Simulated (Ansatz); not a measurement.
Input file of a DFT run on Eu with Ansatz:

```yaml
crystal:
  lattice:
    - [4.1067582141, 0.0, 0.0]
    - [-2.053379107, 3.5565569406, 0.0]
    - [0.0, 0.0, 6.707705083]
  atoms:
    - { symbol: Eu, position: [0.3333333333, 0.6666666667, 0.75], spin: 7.0 }
    - { symbol: Eu, position: [0.6666666667, 0.3333333333, 0.25], spin: 7.0 }
basis:
  ecutwfc: 420
  ecutrho_ratio: 4
kpoints:
  mp_grid: { grid: [12, 12, 6] }
hamiltonian:
  xc: pbe
scf:
  occupations: { method: gaussian, width: 0.05 }
output:
  forces: true
  stress: true
  eigenvalues: true
  populations: true
magnetization:
  spin_polarized: true
relax:
  f_tol: 0.01
  max_steps: 60
  cell: { stress_tol: 0.04 }
```

At room temperature and ambient pressure Eu is bcc.

Question: What will the run give?

Answer: Final volume 42.06 Å³/atom, energy lowered by 43.4 meV/atom, pressure 0.0 GPa, gap on the mesh zero (metallic), site spin moments Eu 7.20 μB (PBE, scalar-relativistic).

Output, machine lines left out:

```
Eu: projections on atomic orbitals take those of the free atom [Kr 4d10] 4f7 5s2 5p6 5d0 6s2, of charge +0.00 (hamiltonian.pseudopotentials.projection_atoms); the dataset's partial waves leave at most 1.0e-3 of an orbital's norm unspanned inside its sphere
band count auto-derived: 30 (N_el = 34.0; filled up to band 17; 29 by the electrons, moments and atoms)
Pseudopotentials: kind: paw
Pseudopotential: Eu, paw, valence charge 17, recommended cutoff 420 eV (normal), Eu.paw.azcp
Crystal: 2 atoms, lattice volume = 97.972 Å³
Basis set: ecut = 420 eV, 1919 PW (Γ), exchange–correlation on 60×60×90 points (8 copies of the dense FFT grid, shifted against one another)
Bands: 30, of which v1, the nominal top of the filled ones, is band 17 counted from 1 (16 counted from 0)
Symmetry: 24 space group operations
Space group: P63/mmc (ITA 194), of the structure as read, at distance tolerance 4.6e-5 Å
Magnetic group: BNS 194.263 (UNI 1493), of the structure as read, at distance tolerance 4.6e-5 Å
k-points: 76 of 864
Initial density: superposition of atomic densities (chi_scale 0.1, normalization cell)
Starting moments: Σ|m| = 14 μB on 2 of 2 sites
Initial wavefunctions: pseudopotential atomic-orbital guess
Functional: x = pbe(κ = 0.804, μ = 0.21951), c = pbe(β = 0.06672)
iter 1 solved again at ethr=2.39e-3 eV; its pass at ethr=3.10e-3 eV (dr2=8.12e-1 eV) is discarded
```

```
SCF iter   1: F=—  HF=-17530.588717 eV  |F-HF|=—  |Δ(HF+E_count)|=         —  Δρ=4.74e-2 (↑4.74e-2 ↓1.79e-2)  dr2=8.24e-1  dr2_m=9.02e-1  M=14.571 μB ∫|m|=14.571 μB  β_m=0.30  ethr=2.39e-3  ⟨swp⟩=1.0  Hψ=20728  notcnv=0
Mixer restart at iter 1: flushing history
SCF iter   2: F=—  HF=-17531.296450 eV  |F-HF|=—  |Δ(HF+E_count)|=   7.08e-1  Δρ=2.92e-2 (↑2.92e-2 ↓1.26e-2)  dr2=2.68e-1  dr2_m=3.72e-1  M=14.594 μB ∫|m|=14.594 μB  β_m=0.47  ethr=2.39e-3  ⟨swp⟩=3.2  Hψ=9331  notcnv=0
SCF iter   3: F=—  HF=-17532.221958 eV  |F-HF|=—  |Δ(HF+E_count)|=   9.26e-1  Δρ=1.62e-2 (↑1.62e-2 ↓4.14e-3)  dr2=1.55e-1  dr2_m=8.52e-2  M=14.766 μB ∫|m|=14.766 μB  β_m=0.69  ethr=7.89e-4  ⟨swp⟩=3.3  Hψ=11056  notcnv=0  defer=54
SCF iter   4: F=—  HF=-17532.831088 eV  |F-HF|=—  |Δ(HF+E_count)|=   6.09e-1  Δρ=5.35e-3 (↑5.35e-3 ↓2.80e-3)  dr2=7.48e-2  dr2_m=4.13e-3  M=15.052 μB ∫|m|=15.052 μB  β_m=0.85  ethr=4.55e-4  ⟨swp⟩=3.5  Hψ=12442  notcnv=0  defer=102
SCF iter   5: F=—  HF=-17532.903403 eV  |F-HF|=—  |Δ(HF+E_count)|=   7.23e-2  Δρ=1.08e-3 (↑1.08e-3 ↓1.01e-3)  dr2=4.24e-3  dr2_m=2.44e-4  M=15.127 μB ∫|m|=15.127 μB  β_m=0.92  ethr=2.20e-4  ⟨swp⟩=3.6  Hψ=12025  notcnv=0  defer=128
SCF iter   6: F=—  HF=-17532.905762 eV  |F-HF|=—  |Δ(HF+E_count)|=   2.36e-3  Δρ=7.80e-4 (↑7.80e-4 ↓3.47e-4)  dr2=1.40e-3  dr2_m=1.42e-4  M=15.099 μB ∫|m|=15.099 μB  β_m=0.96  ethr=1.25e-5  ⟨swp⟩=2.1  Hψ=9312  notcnv=0  defer=179
SCF iter   7: F=—  HF=-17532.906099 eV  |F-HF|=—  |Δ(HF+E_count)|=   3.37e-4  Δρ=9.72e-5 (↑9.72e-5 ↓8.24e-5)  dr2=1.99e-5  dr2_m=4.07e-6  M=15.100 μB ∫|m|=15.100 μB  β_m=0.98  ethr=4.12e-6  ⟨swp⟩=2.0  Hψ=8337  notcnv=0  defer=184
SCF iter   8: F=—  HF=-17532.899004 eV  |F-HF|=—  |Δ(HF+E_count)|=   7.10e-3  Δρ=3.24e-5 (↑3.24e-5 ↓2.44e-5)  dr2=1.60e-6  dr2_m=3.36e-7  M=15.105 μB ∫|m|=15.105 μB  β_m=0.99  ethr=5.86e-8  ⟨swp⟩=2.2  Hψ=7607  notcnv=0  defer=180
SCF iter   9: F=—  HF=-17532.899008 eV  |F-HF|=—  |Δ(HF+E_count)|=   3.86e-6  Δρ=3.34e-5 (↑3.34e-5 ↓6.96e-6)  dr2=1.06e-6  dr2_m=2.59e-7  M=15.106 μB ∫|m|=15.106 μB  β_m=1.00  ethr=4.71e-9  ⟨swp⟩=2.4  Hψ=7559  notcnv=0  defer=180
...
SCF 1 converged in 12 iterations: F = -17532.899009 eV  dr2 = 1.76e-9
SCF 2 converged in 10 iterations: F = -17532.948263 eV  dr2 = 8.65e-8
SCF 3 converged in 12 iterations: F = -17532.989905 eV  dr2 = 1.11e-7
SCF 4 converged in 9 iterations: F = -17532.991021 eV  dr2 = 8.87e-8
SCF 5 converged in 8 iterations: F = -17532.991124 eV  dr2 = 4.15e-11
SCF 6 converged in 11 iterations: F = -17532.985770 eV  dr2 = 8.95e-12
SCF 7 converged in 8 iterations: F = -17532.985877 eV  dr2 = 5.17e-9
...
SCF iter   6: F=—  HF=-17532.985798 eV  |F-HF|=—  |Δ(HF+E_count)|=  1.06e-10  Δρ=1.60e-7 (↑1.60e-7 ↓1.89e-8)  dr2=2.01e-11  dr2_m=4.29e-12  M=15.170 μB ∫|m|=15.170 μB  β_m=0.94  ethr=1.00e-12  ⟨swp⟩=1.2  Hψ=4924  notcnv=0
SCF iter   7: F=—  HF=-17532.985798 eV  |F-HF|=—  |Δ(HF+E_count)|=  6.55e-11  Δρ=9.43e-8 (↑9.43e-8 ↓1.08e-8)  dr2=6.56e-12  dr2_m=1.99e-12  M=15.170 μB ∫|m|=15.170 μB  β_m=0.97  ethr=1.00e-12  ⟨swp⟩=1.5  Hψ=5431  notcnv=0
SCF iter   8: F=-17532.985798 eV  HF=-17532.985798 eV  |F-HF|=3.64e-12  |Δ(HF+E_count)|=  3.64e-12  Δρ=7.63e-8 (↑7.63e-8 ↓3.86e-9)  dr2=4.15e-12  dr2_m=1.12e-12  M=15.170 μB ∫|m|=15.170 μB  ethr=1.00e-12  ⟨swp⟩=5.1  Hψ=19348  notcnv=0
SCF 8 converged in 8 iterations: F = -17532.985798 eV  dr2 = 4.15e-12
```

```
SCF converged after 8 iterations
Magnetization: 15.1702 μB (24.5851 up, 9.4149 down)
Absolute magnetization: 15.1702 μB (∫|ρ↑−ρ↓|, with the PAW one-centre terms)
Per-site moments (μB) at R_I (Å): [(7.20400, 1.60034), (7.20400, 1.60034)]
Free energy (F): -17532.985798 eV
E sigma→0 (E₀):  -17532.983651 eV
Entropy (-TS):   -0.004293 eV (-2.147 meV/atom)
Fermi energy:    9.089035 eV
--- Per-component energies (eV) ---
  E_band       = -91.427357
  E_kinetic    = 702.316251
  E_local      = -4300.563576  (includes V_loc(G=0)·N_el)
  E_nonlocal   = 944.853352
  E_hartree    = 1704.793460
  E_xc         = -353.841157
  E_vxc        = -404.861152  (∫ρ·V_xc dr)
  E_paw        = -12774.660014  (= ΣΔE_a)
  E_vpaw       = -442.759316  (= ΣTr[D̂ρ^β])
  E_aug_tail   =  0.000000  (compensation charges beyond the density's cutoff)
  E_ewald      = -3455.879821
  E_smearing   = -0.004293  (= −TS)
--- Forces (eV/Å), atoms counted from 1 ---
  atom   1  Eu     0.00000000     0.00000000     0.00000000
  atom   2  Eu     0.00000000     0.00000000     0.00000000
--- Stress (GPa, compression-positive) ---
       -0.002208       0.000000       0.000000
        0.000000      -0.002208       0.000000
        0.000000       0.000000      -0.002483
  P = ⅓ Tr σ = -0.0023 GPa (-0.023 kbar)
--- Band table (eV; the first three rows and the last of 152) ---
  k-point 0 ↑: bands = ["-32.4757", "-32.4407", "-11.4892", "-11.0984", "-11.0984", "-11.0322", "-11.0322", "-11.0244", "4.6562", "7.2647", "8.5381", "8.5535", "8.5893", "8.6178", "8.6178", "8.6241", "8.6241", "8.6264", "8.6569", "8.6569", "8.6932", "8.6932", "8.7331", "8.7391", "9.7514", "10.8648", "10.8648", "10.9966", "11.4138", "11.4138"]
  k-point 1 ↑: bands = ["-32.4733", "-32.4430", "-11.4597", "-11.0940", "-11.0940", "-11.0573", "-11.0366", "-11.0366", "4.8132", "7.1050", "8.5270", "8.5463", "8.5678", "8.6001", "8.6001", "8.6347", "8.6347", "8.6366", "8.6519", "8.6519", "8.7138", "8.7138", "8.7335", "8.7387", "9.7079", "10.7865", "10.7865", "10.8434", "11.2865", "11.2865"]
  k-point 2 ↑: bands = ["-32.4669", "-32.4494", "-11.3780", "-11.1458", "-11.0819", "-11.0819", "-11.0488", "-11.0488", "5.2584", "6.6061", "8.5006", "8.5112", "8.5910", "8.5910", "8.5912", "8.6088", "8.6088", "8.6332", "8.6878", "8.6878", "8.7291", "8.7291", "8.7346", "8.7376", "9.7659", "10.4669", "10.7212", "10.7212", "11.0241", "11.0241"]
  k-point 75 ↓: bands = ["-29.2710", "-29.2710", "-9.0257", "-9.0257", "-8.9023", "-8.9023", "-8.6695", "-8.6695", "9.7480", "9.7480", "9.7824", "9.7824", "10.6707", "10.6707", "12.4586", "12.4586", "13.0429", "13.0429", "13.2940", "13.2940", "13.4363", "13.4363", "13.4420", "13.4420", "13.4628", "13.4628", "13.4984", "13.4984", "13.8426", "13.8426"]
--- Relaxed structure (6 steps of the walk, 6 accepted, 2 SCFs on fresh bases) ---
  F+E_penalty+E_count = -17532.98579786 eV   max|allowed force component| = 3.238e-17 eV/Å   (the final SCF, on the basis selected at the relaxed cell)
  cell:  # Å, volume = 84.1195 Å³
    - [3.92796, 0.00000, 0.00000]
    - [-1.96398, 3.40171, 0.00000]
    - [0.00000, 0.00000, 6.29553]
  atoms:
    - { symbol: Eu, position: [0.33333, 0.66667, 0.75000] }
    - { symbol: Eu, position: [0.66667, 0.33333, 0.25000] }
--- Löwdin populations: 2 sites ---
  site symbol       q [e]    m [muB]
     0     Eu     16.9734     7.5689
     1     Eu     16.9734     7.5689
```

Without a U the 4f levels of Eu lie too near the Fermi level, so their share of the states there, and what hangs on it, is overstated. Spin–orbit coupling, which matters for such heavy elements, is left out. Site moments are of spin, integrated over atomic spheres.
